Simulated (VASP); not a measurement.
SnSe2: phonons with rev-vdW-DF2

Crystal: SnSe2.

```xyz
3
Lattice="3.8659 0.0000 0.0000 -1.9330 3.3480 0.0000 0.0000 0.0000 6.0907" Properties=species:S:1:pos:R:3 pbc="T T T"
Sn    3.8659    0.0000    0.0000
Se    0.0000    2.2320    1.6003
Se    1.9330    1.1160    4.4903
```

| Item | Value |
| --- | --- |
| Program | VASP 6.6.1 |
| Task | phonons |
| Functional | rev-vdW-DF2 |
| Potentials or basis | VASP PAW PBE potentials, release 64 (Sn_d, Se) |
| Cutoff | 600 eV |
| k mesh | 9 × 9 × 5 |
| Occupations | gaussian, width 0.03 eV |
| Spin | no spin polarisation |
| By perturbation theory | no |
| Further INCAR settings | ALGO = Normal; EDIFF = 1e-08; IBRION = 6; POTIM = 0.015; NSW = 1 |

The highest phonon frequency at Γ, LO-TO splitting left out is 235 cm⁻¹.

Phonon frequencies in cm⁻¹ (negative: imaginary):
| q point | frequencies |
| --- | --- |
| (0.000, 0.000, 0.000) | 0 0 0 120 120 137 137 176 235 |

Run time: 11 min on 2 MPI ranks on AMD EPYC 9R45 96-Core Processor (Zen 5), with other jobs on the host, peak memory 0.85 GiB a rank.
